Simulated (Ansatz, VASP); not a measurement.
**MoS2 in VASP and in Ansatz**

```
Mo S
1.0
     3.22746    0.00000    0.00000
    -1.61373    2.79507    0.00000
     0.00000    0.00000    6.24935
Mo S
1 2
Cartesian
  0.0000 0.0000 3.1247
  1.6137 0.9317 4.6538
  0.0000 1.8634 1.5956
```

Measurements of this composition are mostly on another form, of space group No. 194.

Alike in both runs: functional PBEsol; k mesh 8 × 8 × 4; occupations fermi-dirac, width 0.05 eV; no spin polarisation.

|  | VASP | Ansatz |
| --- | --- | --- |
| version | VASP 6.6.1 | Ansatz 0.2.0 |
| potentials or method | VASP PAW PBE potentials, release 64 (Mo_sv, S) | Ansatz PAW |
| plane-wave cutoff (eV) | 520 | 420 |
| valence electrons in the cell | 26 | 26 |
| task | single point | band structure |

```tsv
	VASP	Ansatz	Ansatz less VASP
gap on the k mesh at the Fermi level (eV)	none	none	-
pressure (GPa)	-2.0	-2.0	0.00
largest component of the traceless stress (GPa)	2.80	2.77	-0.029
rms of the force components (eV/Å)	0.116	0.113	-0.0032
```

Atom by atom the forces differ by 0.003 eV/Å (rms over components). A gap of «none» marks a metal or a gap that the smearing closes.

Caveats: this functional lacks dispersion, which binds the layers, so the pressure and a relaxed spacing across them are unreliable; the PAW data sets were made with another functional, which shifts forces and pressure a little (VASP); the PAW data sets come from PBE, with cores solved anew for the run's functional, which leaves a small shift of forces and pressure (Ansatz).
